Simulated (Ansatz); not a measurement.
# C: the cost of one run

Computed with Ansatz 0.2.0 (DFT PBE, scalar-relativistic, unless a step's input says otherwise).

## 1. Starting point

It takes space group R-3m (No. 166, trigonal). The conventional cell has a = 2.460 Å, b = 2.460 Å, c = 33.450 Å, α = 90.00°, β = 90.00°, γ = 120.00°. C (site symmetry 3m) has 3 C at 1.42 Å as nearest neighbours.

Structure file:

```xyz
4
Lattice="1.2300 0.7101 11.1500 -1.2300 0.7101 11.1500 0.0000 -1.4203 11.1500" Properties=species:S:1:pos:R:3 pbc="T T T"
C     0.0000    0.0000    1.6725
C     0.0000    0.0000   31.7775
C     0.0000    0.0000    9.4663
C     0.0000    0.0000   23.9837
```

Atoms are numbered in the order of the input: C1, C2, C3, C4.

## 2. The deformed structure

Space group R-3m before, R-3m after.

## 3. Full-potential LAPW

input.yaml

```yaml
crystal:
  lattice:
    - [1.205399471, 0.695937709, 11.15]
    - [-1.205399471, 0.695937709, 11.15]
    - [0.0, -1.3918754181, 11.15]
  atoms:
    - { symbol: C, position: [0.05, 0.05, 0.05] }
    - { symbol: C, position: [0.95, 0.95, 0.95] }
    - { symbol: C, position: [0.283, 0.283, 0.283] }
    - { symbol: C, position: [0.717, 0.717, 0.717] }
kpoints:
  mp_grid: { grid: [15, 15, 15] }
  band_path:
    path:
      - [0.0, 0.0, 0.0]
      - [0.5, 0.5, 0.5]
      - [0.8307361671, 0.1692638329, 0.5]
      - [0.5, -0.1692638329, 0.1692638329]
      - [0.5, 0.0, 0.0]
      - [0.0, 0.0, 0.0]
      - [0.3346319164, -0.3346319164, 0.0]
      - [0.6653680836, 0.0, 0.3346319164]
      - [0.5, 0.0, 0.5]
    npoints: 5
scf:
  occupations: { method: fermi_dirac, width: 0.08 }
hamiltonian:
  xc: pbe
  pseudopotentials: { kind: all_electron, lapw: { basis_error: 0.001 } }
output:
  forces: true
  stress: true
  eigenvalues: true
```

On the command line:

```sh
> ansatz run input.yaml --threads 1 --pin off --max-ram 4096MiB --backend cpu --events-out ev --progress --plain --runs-dir out
```

**Question.** How long does this run take on 1 thread of Arm Neoverse V2, shared host, and how much memory does it need?

About 3 min, with a peak of 1.6 GiB.
